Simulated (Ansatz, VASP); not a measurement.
# Cross-check of CuI between VASP and Ansatz

Wanted: the spread between two codes on one cell, functional and k mesh. The cell is taken from a series of VASP runs on this material, whose earlier steps may have relaxed, scaled or displaced it; both programs get it as it stands. Other levels of theory on this material are compared in a session of their own.

Main program and level: Ansatz 0.2.0; plane waves, with VASP 6.6.1 beside it; band structure at LDA, spin-orbit coupling and band structure at r2SCAN, spin-orbit coupling.

### 1. The starting structure

Symmetry: F-43m, No. 216, cubic system. Conventional cell: a = 6.032 Å, b = 6.032 Å, c = 6.032 Å, α = 90.00°, β = 90.00°, γ = 90.00°. I has 4 Cu at 2.61 Å nearest. Nearest to Cu lie 4 I at 2.61 Å. Farther neighbours and most contacts between anions are not listed.

### 2. VASP: band structure, LDA, spin-orbit coupling

The same path points are solved in both programs, so levels can be compared one by one.

Lines of VASP's logs that name or quote its potential files are left out, and so is its time.

Contents of INCAR:

```
SYSTEM = CuI
PREC = Accurate
ENCUT = 350
EDIFF = 1E-06
NELM = 100
ISMEAR = 0
SIGMA = 0.03
LREAL = .FALSE.
ALGO = Normal
GGA = CA
LNONCOLLINEAR = .TRUE.
MAGMOM = 0 0 0 0 0 0
NBANDS = 30
GGA_COMPAT = .FALSE.
LASPH = .TRUE.
LSORBIT = .TRUE.
LMAXMIX = 4
LORBIT = 11
LWAVE = .FALSE.
LCHARG = .FALSE.
KPAR = 4
```

Contents of POSCAR:

```
CuI
1.0
    0.0000000000      3.0160000000      3.0160000000
    3.0160000000      0.0000000000      3.0160000000
    3.0160000000      3.0160000000      0.0000000000
I Cu
1 1
Direct
    0.0000000000      0.0000000000      0.0000000000
    0.7500000000      0.7500000000      0.7500000000
```

Contents of KPOINTS:

```
Automatic mesh
0
Gamma
6 6 6
0 0 0
```

Contents of KPOINTS_OPT:

```
Line mode
10
Line-mode
Reciprocal
  0.00000000   0.00000000   0.00000000 GAMMA
  0.50000000   0.00000000   0.50000000 X

  0.50000000   0.00000000   0.50000000 X
  0.50000000   0.25000000   0.75000000 W

  0.50000000   0.25000000   0.75000000 W
  0.37500000   0.37500000   0.75000000 K

  0.37500000   0.37500000   0.75000000 K
  0.00000000   0.00000000   0.00000000 GAMMA

  0.00000000   0.00000000   0.00000000 GAMMA
  0.50000000   0.50000000   0.50000000 L

  0.50000000   0.50000000   0.50000000 L
  0.62500000   0.25000000   0.62500000 U

  0.62500000   0.25000000   0.62500000 U
  0.50000000   0.25000000   0.75000000 W

  0.50000000   0.25000000   0.75000000 W
  0.50000000   0.50000000   0.50000000 L

  0.50000000   0.50000000   0.50000000 L
  0.37500000   0.37500000   0.75000000 K

  0.62500000   0.25000000   0.62500000 U
  0.50000000   0.00000000   0.50000000 X
```

Potentials, in the order of the species: I and Cu (LDA family, release 64).

On the command line:

```
> mpirun -np 4 vasp_ncl
```

Numbers of over 12 decimals in the logs are rounded to 6 here.

Output:

```text
[banner, memory and clock lines left out]
running    4 mpi-ranks, on    1 nodes
 distrk:  each k-point on    1 cores,    4 groups
 distr:  one band on    1 cores,    1 groups

 POSCAR found type information on POSCAR I Cu
 POSCAR found :  2 types and       2 ions
 LDA part: xc-table for (Slater(with rela. corr.)+CA(PZ))
 , standard interpolation
 POSCAR, INCAR and KPOINTS ok, starting setup
 FFT: planning ... GRIDC
 FFT: planning ... GRID_SOFT
 FFT: planning ... GRID
 WAVECAR not read
 entering main loop
       N       E                     dE             d eps       ncg     rms          rms(c)
DAV:   1     0.118006826740E+03    0.11801E+03   -0.55801E+03  1320   0.958E+02
DAV:   2     0.335800302848E+01   -0.11465E+03   -0.10585E+03  1368   0.245E+02
DAV:   3    -0.685491281695E+01   -0.10213E+02   -0.99467E+01  1716   0.917E+01
DAV:   4    -0.732981447468E+01   -0.47490E+00   -0.47406E+00  1810   0.188E+01
DAV:   5    -0.734812447865E+01   -0.18310E-01   -0.18308E-01  1904   0.345E+00    0.678E+00
DAV:   6    -0.725208833619E+01    0.96036E-01   -0.32375E+00  1590   0.515E+01    0.423E+00
DAV:   7    -0.708292071918E+01    0.16917E+00   -0.80660E-01  1616   0.319E+01    0.241E+00
DAV:   8    -0.708414062932E+01   -0.12199E-02   -0.68759E-02  2154   0.438E+00    0.107E+00
DAV:   9    -0.707945457059E+01    0.46861E-02   -0.10218E-02  1796   0.300E+00    0.392E-01
DAV:  10    -0.707876309036E+01    0.69148E-03   -0.16851E-03  2100   0.967E-01    0.292E-01
DAV:  11    -0.707864879477E+01    0.11430E-03   -0.44855E-04  2116   0.352E-01    0.886E-02
DAV:  12    -0.707858613019E+01    0.62665E-04   -0.40027E-04  1634   0.682E-01    0.276E-02
DAV:  13    -0.707858578683E+01    0.34336E-06   -0.56429E-05  2094   0.141E-01    0.398E-02
DAV:  14    -0.707858505324E+01    0.73359E-06   -0.13958E-06  1484   0.150E-02
   1 F= -.70785851E+01 E0= -.70785851E+01  d E =-.115765E-14  mag=    -0.0000     0.0000    -0.0000
 Start KPOINTS_OPT (optional k-point list driver)
k-point batch [1-22\100]
       N       E                     dE             ncg
DAV:   1     0.296517615923E+04   -0.50355E+04     1320
DAV:   2     0.452994715897E+03   -0.25122E+04     1344
DAV:   3     0.215929786059E+03   -0.23706E+03     1712
DAV:   4     0.204885691507E+03   -0.11044E+02     1864
DAV:   5     0.204456841487E+03   -0.42885E+00     1952
DAV:   6     0.204450451750E+03   -0.63897E-02     1826
DAV:   7     0.204450341790E+03   -0.10996E-03     1906
DAV:   8     0.204450339920E+03   -0.18697E-05     1546
DAV:   9     0.204450339837E+03   -0.83538E-07     1072
[...]
k-point batch [89-100\100]
       N       E                     dE             ncg
DAV:   1     0.565796512166E+04   -0.43865E+04      720
DAV:   2     0.431236177609E+04   -0.13456E+04      750
DAV:   3     0.419298884308E+04   -0.11937E+03      920
DAV:   4     0.418755862857E+04   -0.54302E+01     1054
DAV:   5     0.418743163436E+04   -0.12699E+00      982
DAV:   6     0.418742795663E+04   -0.36777E-02     1070
DAV:   7     0.418742791704E+04   -0.39582E-04      968
DAV:   8     0.418742791588E+04   -0.11653E-05      874
DAV:   9     0.418742791583E+04   -0.48527E-07      588
```

Parts of OUTCAR (step 2):

```text
ion  position               nearest neighbor table
   1  0.000  0.000  0.000-   2 2.61   2 2.61   2 2.61   2 2.61
   2  0.750  0.750  0.750-   1 2.61   1 2.61   1 2.61   1 2.61

  LATTYP: Found a face centered cubic cell.
 ALAT       =     6.0320000000

 Subroutine GETGRP returns: Found 24 space group operations
 (whereof 24 operations were pure point group operations)

The static configuration has the point symmetry T_d .

 Found     22 irreducible k-points:

   k-points           NKPTS =     22   k-points in BZ     NKDIM =     22   number of bands    NBANDS=     30

   dimension x,y,z NGX =    28 NGY =   28 NGZ =   28
   dimension x,y,z NGXF=    56 NGYF=   56 NGZF=   56

   ENCUT  =  350.0 eV  25.72 Ry    5.07 a.u.   6.51  6.51  6.51*2*pi/ulx,y,z

   NELECT =      18.0000    total number of electrons

 k-points in reciprocal lattice and weights: Automatic mesh
   0.00000000  0.00000000  0.00000000       0.005
   0.16666667  0.00000000  0.00000000       0.019
  -0.16666667  0.00000000  0.00000000       0.019
   0.33333333  0.00000000  0.00000000       0.019
  -0.33333333  0.00000000  0.00000000       0.019
   0.50000000  0.00000000  0.00000000       0.019
   0.16666667  0.16666667  0.00000000       0.028
   0.33333333  0.16666667  0.00000000       0.056
  -0.33333333 -0.16666667  0.00000000       0.056
[...]
-0.33333333  0.33333333  0.16666667       0.111
  -0.33333333  0.50000000  0.16666667       0.056

 average (electrostatic) potential at core
       1 -92.8629       2 -66.7135

 E-fermi :   4.6672

 k-point     1 :       0.0000    0.0000    0.0000
  band No.  band energies     occupation
    ...
     14       4.0512      1.00000
     15       4.5153      1.00000
     16       4.5153      1.00000
     17       4.5153      1.00000
     18       4.5153      1.00000
     19       5.3735      0.00000
     20       5.3735      0.00000
     21       9.1363      0.00000
     22       9.1363      0.00000
     23       9.2077      0.00000
    ...

 k-point     2 :       0.1667    0.0000    0.0000
  band No.  band energies     occupation
    ...
     14       3.4019      1.00000
     15       4.0218      1.00000
     16       4.0218      1.00000
     17       4.2605      1.00000
     18       4.3104      1.00000
     19       6.3534      0.00000
     20       6.3534      0.00000
     21       9.1613      0.00000
     22       9.1613      0.00000
     23       9.5110      0.00000
    ...

 k-point     3 :      -0.1667    0.0000    0.0000
  band No.  band energies     occupation
    ...
     14       3.4019      1.00000
     15       4.0218      1.00000
     16       4.0218      1.00000
     17       4.2605      1.00000
     18       4.3104      1.00000
     19       6.3534      0.00000
     20       6.3534      0.00000
     21       9.1613      0.00000
     22       9.1613      0.00000
     23       9.5110      0.00000
    ...

  Total       -1.2463953     -1.2463953     -1.2463953      0.0000000     -0.0000000      0.0000000
  in kB      -36.3950539    -36.3950539    -36.3950539      0.0000000     -0.0000000      0.0000000
  external PRESSURE =     -36.3950539 kB  Pullay stress =       0.0000000 kB

  energy-cutoff  :      350.00
  volume of cell :       54.87
      direct lattice vectors                 reciprocal lattice vectors
     0.000000000  3.016000000  3.016000000    -0.165782493  0.165782493  0.165782493
     3.016000000  0.000000000  3.016000000     0.165782493 -0.165782493  0.165782493
     3.016000000  3.016000000  0.000000000     0.165782493  0.165782493 -0.165782493

 POSITION                                       TOTAL-FORCE (eV/Angst)
 -----------------------------------------------------------------------------------
      0.00000      0.00000      0.00000         0.000000      0.000000      0.000000
      4.52400      4.52400      4.52400        -0.000000     -0.000000     -0.000000
 -----------------------------------------------------------------------------------
    total drift:                               -0.000001     -0.000001     -0.000001

  FREE ENERGIE OF THE ION-ELECTRON SYSTEM (eV)
  ---------------------------------------------------
  free  energy   TOTEN  =        -7.0785850532 eV

  energy  without entropy=       -7.0785850532  energy(sigma->0) =       -7.07858505

 Spin-Orbit-Coupling matrix elements
 Ion:    1  E_soc:     -0.2659368
 Ion:    2  E_soc:     -0.0103202

 total charge
# of ion       s       p       d       tot
------------------------------------------
    1        1.497   2.751   0.054   4.302
    2        0.342   0.274   9.328   9.945
--------------------------------------------------
tot          1.839   3.025   9.382  14.247

 magnetization (x)
# of ion       s       p       d       tot
------------------------------------------
    1        0.000   0.000  -0.000   0.000
    2        0.000  -0.000   0.000   0.000
--------------------------------------------------
tot          0.000  -0.000   0.000   0.000

 magnetization (y)
# of ion       s       p       d       tot
------------------------------------------
    1        0.000   0.000   0.000   0.000
    2        0.000   0.000   0.000   0.000
--------------------------------------------------
tot          0.000   0.000   0.000   0.000

 magnetization (z)
# of ion       s       p       d       tot
------------------------------------------
    1        0.000   0.000  -0.000   0.000
    2        0.000  -0.000  -0.000  -0.000
--------------------------------------------------
tot          0.000   0.000  -0.000   0.000

[... 3 further parts left out ...]
```

The run ends at a pressure of -3.64 GPa.

### 3. Ansatz: band structure, LDA, spin-orbit coupling

Ansatz runs on its fully relativistic PAW (standard-fr) files.

The same cell, functional (in two slightly different forms), mesh and smearing now go to Ansatz, which takes its cutoff from its data sets.

Contents of input.yaml:

```yaml
crystal:
  lattice:
    - [0.0, 3.016, 3.016]
    - [3.016, 0.0, 3.016]
    - [3.016, 3.016, 0.0]
  atoms:
    - { symbol: I, position: [0.0, 0.0, 0.0] }
    - { symbol: Cu, position: [0.75, 0.75, 0.75] }
hamiltonian:
  xc: lda
  pseudopotentials: { kind: paw_fr }
magnetization:
  noncollinear: true
  spin_orbit: true
kpoints:
  mp_grid: { grid: [6, 6, 6] }
  band_path:
    path:
      - [0.0, 0.0, 0.0]
      - [0.16667, 0.0, 0.16667]
      - [0.33333, 0.0, 0.33333]
      - [0.5, 0.0, 0.5]
      - [0.5, 0.08333, 0.58333]
      - [0.5, 0.19444, 0.69444]
      - [0.5, 0.25, 0.75]
      - [0.45833, 0.29167, 0.75]
      - [0.40278, 0.34722, 0.75]
      - [0.375, 0.375, 0.75]
      - [0.20833, 0.20833, 0.41667]
      - [0.08333, 0.08333, 0.16667]
      - [0.0, 0.0, 0.0]
      - [0.22222, 0.22222, 0.22222]
      - [0.38889, 0.38889, 0.38889]
      - [0.51389, 0.47222, 0.51389]
      - [0.55556, 0.38889, 0.55556]
      - [0.61111, 0.27778, 0.61111]
      - [0.61111, 0.25, 0.63889]
      - [0.56944, 0.25, 0.68056]
      - [0.51389, 0.25, 0.73611]
      - [0.5, 0.27778, 0.72222]
      - [0.5, 0.38889, 0.61111]
      - [0.5, 0.47222, 0.52778]
      - [0.48611, 0.48611, 0.52778]
      - [0.43056, 0.43056, 0.63889]
      - [0.38889, 0.38889, 0.72222]
      - [0.59722, 0.19444, 0.59722]
      - [0.55556, 0.11111, 0.55556]
      - [0.5, 0.0, 0.5]
    npoints: 1
scf:
  occupations: { method: gaussian, width: 0.03 }
  n_extra_bands: 14
output:
  forces: true
  stress: true
  eigenvalues: true
```

On the command line:

```
> ansatz run input.yaml --threads 2 --pin off --max-ram 4608MiB --backend cpu --events-out ev --progress --plain --runs-dir out
```

Output:

```text
scf.n_extra_bands = 14 over 36 filled bands (N_el = 36.0): the run solves 50 bands
Engine: ansatz 0.2.0, x86_64-unknown-linux-gnu
Pseudopotentials: kind: paw_fr
Pseudopotential: I, paw_fr, valence charge 17, recommended cutoff 420 eV (normal), I.paw.azcp#standard-fr
Pseudopotential: Cu, paw_fr, valence charge 19, recommended cutoff 420 eV (normal), Cu.paw.azcp#standard-fr
Functional definition: SPW92
  exchange = slater_x
  correlation = pw_c
non-collinear run that drives no moment, with spin-orbit: no starting moment large enough to seed its density (crystal.atoms[].spin), no starting occupations that ask for one, no magnetisation constraint and no magnetic field, so the semilocal B_xc is pinned to zero
Crystal: 2 atoms, lattice volume = 54.869 Å³
Basis set: ecut = 420 eV, 1067 PW (Γ)
Bands: 50, of which v1, the nominal top of the filled ones, is band 36 counted from 1 (35 counted from 0)
Symmetry: 24 space group operations + 24 with time reversal
Magnetic group: BNS 216.75 (UNI 1577), of the structure as read, at distance tolerance 3.8e-5 Å
k-points: 16 of 216 (time reversal used)
Projection manifold: j_resolved (fully-relativistic pseudo-atomic orbitals)
Non-local potential: I, projectors of the file, l = 0: 2, l = 1: 4, l = 2: 4, l = 3: 4
Non-local potential: Cu, projectors of the file, l = 0: 3, l = 1: 4, l = 2: 6, l = 3: 2
PAW form: soft (Blöchl's): semilocal exchange-correlation on the pseudo side does not see the compensation charge
PAW frozen core: I, regenerated for the run's functional, and the local potential with it (the file was generated under x = pbe(κ = 0.804, μ = 0.219515), c = pbe(β = 0.066725))
PAW frozen core: Cu, regenerated for the run's functional, and the local potential with it (the file was generated under x = pbe(κ = 0.804, μ = 0.219515), c = pbe(β = 0.066725))
PAW one-centre angular grid: I, 590 points (default); XC on 64 Gauss nodes
PAW one-centre angular grid: Cu, 590 points (default); XC on 64 Gauss nodes
Initial density: superposition of atomic densities (chi_scale 0.1, normalization cell, long waves kept (reshape's long-wave potential 0.00 eV rms))
Initial wavefunctions: pseudopotential atomic-orbital guess
Functional: x = slater, c = lda
SCF iter   1: F=—  HF=-13915.909477 eV  |F-HF|=—  |Δ(HF+E_count)|=         —  Δρ=6.90e-2  dr2=3.05e0  dr2_m=0.00e0 (ungated)  ethr=3.10e-3  |M|=0.00e0 ∫|m|=0.00e0 μB  |m|>n=0.0e0 m-floor=0.0e0 τ_xc=0.0e0  β_m=0.30  ⟨swp⟩=9.9  Hψ=4564  notcnv=0  defer=23
preconditioner: auto → none  [insulator: Δε(μ)=1.060 eV  Ē_g=12.240 eV  σ=0.030 eV  W_gap=1.00  n_scr=14 (ndim 8)  ℏωp=21.3 eV  f_vac=0.143  D(μ)=0.00/eV (n_scr^D=0)  ε∞_Penn≈4.0]
SCF iter   2: F=—  HF=-13915.103607 eV  |F-HF|=—  |Δ(HF+E_count)|=   8.06e-1  Δρ=3.97e-2  dr2=4.46e-1  dr2_m=0.00e0 (ungated)  ethr=3.10e-3  |M|=0.00e0 ∫|m|=0.00e0 μB  |m|>n=0.0e0 m-floor=0.0e0 τ_xc=0.0e0  β_m=0.28  ⟨swp⟩=4.1  Hψ=1700  notcnv=0  defer=126
SCF iter   3: F=—  HF=-13914.991347 eV  |F-HF|=—  |Δ(HF+E_count)|=   1.12e-1  Δρ=1.07e-2  dr2=9.09e-2  dr2_m=0.00e0 (ungated)  ethr=1.24e-3  |M|=0.00e0 ∫|m|=0.00e0 μB  |m|>n=0.0e0 m-floor=0.0e0 τ_xc=0.0e0  β_m=0.35  ⟨swp⟩=2.0  Hψ=1235  notcnv=0  defer=126
SCF iter   4: F=—  HF=-13914.983980 eV  |F-HF|=—  |Δ(HF+E_count)|=   7.37e-3  Δρ=8.28e-3  dr2=1.83e-2  dr2_m=0.00e0 (ungated)  ethr=2.53e-4  |M|=0.00e0 ∫|m|=0.00e0 μB  |m|>n=0.0e0 m-floor=0.0e0 τ_xc=0.0e0  β_m=0.66  ⟨swp⟩=3.0  Hψ=1152  notcnv=0  defer=126
SCF iter   5: F=—  HF=-13914.996142 eV  |F-HF|=—  |Δ(HF+E_count)|=   1.22e-2  Δρ=1.37e-3  dr2=8.39e-4  dr2_m=0.00e0 (ungated)  ethr=5.09e-5  |M|=0.00e0 ∫|m|=0.00e0 μB  |m|>n=0.0e0 m-floor=0.0e0 τ_xc=0.0e0  β_m=0.62  ⟨swp⟩=2.0  Hψ=1314  notcnv=0  defer=126
SCF iter   6: F=—  HF=-13914.996088 eV  |F-HF|=—  |Δ(HF+E_count)|=   5.41e-5  Δρ=1.02e-3  dr2=5.21e-4  dr2_m=0.00e0 (ungated)  ethr=2.33e-6  |M|=0.00e0 ∫|m|=0.00e0 μB  |m|>n=0.0e0 m-floor=0.0e0 τ_xc=0.0e0  β_m=0.79  ⟨swp⟩=2.0  Hψ=1306  notcnv=0  defer=126
SCF iter   7: F=—  HF=-13914.995975 eV  |F-HF|=—  |Δ(HF+E_count)|=   1.13e-4  Δρ=8.62e-5  dr2=2.08e-6  dr2_m=0.00e0 (ungated)  ethr=1.45e-6  |M|=0.00e0 ∫|m|=0.00e0 μB  |m|>n=0.0e0 m-floor=0.0e0 τ_xc=0.0e0  β_m=0.79  ⟨swp⟩=2.0  Hψ=840  notcnv=0  defer=126
SCF iter   8: F=—  HF=-13914.995975 eV  |F-HF|=—  |Δ(HF+E_count)|=   1.18e-7  Δρ=5.02e-5  dr2=1.12e-6  dr2_m=0.00e0 (ungated)  ethr=5.78e-9  |M|=0.00e0 ∫|m|=0.00e0 μB  |m|>n=0.0e0 m-floor=0.0e0 τ_xc=0.0e0  β_m=0.70  ⟨swp⟩=2.4  Hψ=1030  notcnv=0  defer=126
SCF iter   9: F=-13914.995975 eV  HF=-13914.995975 eV  |F-HF|=4.27e-9  |Δ(HF+E_count)|=   2.44e-7  Δρ=3.22e-6  dr2=4.77e-9  dr2_m=0.00e0 (ungated)  ethr=2.78e-10  |M|=0.00e0 ∫|m|=0.00e0 μB  |m|>n=0.0e0 m-floor=0.0e0 τ_xc=0.0e0  ⟨swp⟩=12.6  Hψ=4486  notcnv=0
SCF 1 converged in 9 iterations: F = -13914.995975 eV  dr2 = 4.77e-9
  greatest PAW one-centre occupation: 1.000 electrons in one spin orbital (limit 2), on the Cu atom at site 1 (counted from 0), in its partial waves of l = 0
NSCF: frozen V_eff on 30 k-points
SCF converged after 9 iterations
Magnetization: |M| = 0.0000 μB,  M = (+0.0000, +0.0000, +0.0000) μB
Absolute magnetization: 0.0000 μB (∫|m|)
  site 0: m = (+0.0000, +0.0000, +0.0000) μB, |m| = 0.0000 μB  (R = 1.08 Å)
  site 1: m = (+0.0000, +0.0000, +0.0000) μB, |m| = 0.0000 μB  (R = 1.08 Å)
Free energy (F): -13914.995975 eV
Harris-Foulkes:  -13914.995975 eV  (|F-HF|=4.27e-9)
Internal energy: -13914.995975 eV  (E = F + TS)
E sigma→0 (E₀):  -13914.995975 eV
Fermi energy:    8.580292 eV
--- Per-component energies (eV) ---
  E_band       = -870.030643
  E_kinetic    = 491.348914
  E_local      = -7594.472526  (includes V_loc(G=0)·N_el)
  E_nonlocal   = 322.271931
  E_hartree    = 3523.384905
  E_xc         = -214.370348
  E_vxc        = -241.543710  (∫ρ·V_xc dr)
  E_paw        = -6268.918981  (= ΣΔE_a)
  E_vpaw       = -894.408802  (= ΣTr[D̂ρ^β])
  E_aug_tail   = 0.000236  (compensation charges beyond the density's cutoff)
  E_ewald      = -4175.480603
  E_core_change = 1.240498  (= ΣΔE_core)
  E_smearing   = -0.000000  (= −TS)
  E_closure    = 0.000000  (closes the sum)
  Σ components = -13914.995975   (vs F -13914.995975, Δ=0.00e0)
--- Forces (eV/Å), atoms counted from 1 ---
  atom   1  I     -0.00000000     0.00000000     0.00000000
  atom   2  Cu     0.00000000    -0.00000000    -0.00000000
  max |Σ_I F_I| component: 1.62e-17 eV/Å
--- Stress (GPa, compression-positive) ---
       -3.806165      -0.000000      -0.000000
        0.000000      -3.806165       0.000000
        0.000000       0.000000      -3.806165
  P = ⅓ Tr σ = -3.8062 GPa (-38.062 kbar)
--- Band table (eV; the first three rows and the last of 16) ---
  k-point 0: bands = [... 32 lower, 8.1770, 8.1770, 8.1770, 8.1770, 8.9828, 8.9828, 12.8009, 12.8009, ... 10 higher]
  k-point 1: bands = [... 32 lower, 7.6746, 7.6746, 7.9221, 7.9722, 9.9702, 9.9702, 12.8190, 12.8190, ... 10 higher]
  k-point 2: bands = [... 32 lower, 7.3394, 7.3394, 7.5091, 7.5700, 10.1403, 10.1403, 13.4411, 13.4411, ... 10 higher]
  k-point 15: bands = [... 32 lower, 6.3159, 6.3320, 6.5945, 6.6782, 11.6537, 11.7712, 11.8606, 11.9900, ... 10 higher]
```

Wall time 7.9 s (2 threads of Intel Xeon Platinum 8488C (Sapphire Rapids), shared host); peak memory 0.56 GiB; 15 s of CPU time.

(Part 1 of 2 ends here.)

[Lines on the potential files, build, host, timing and source positions are cut from VASP's logs without a mark.]

[Logs are printed without paths, hosts, clocks, repeated set-up lines and the standing remarks that a program may print on its own settings, such as how far it seeks lower states.]

[Hosts, paths, dates, database ids (printed as entryN), source tags and the programs' standing remarks are cut or masked in the printed files.]
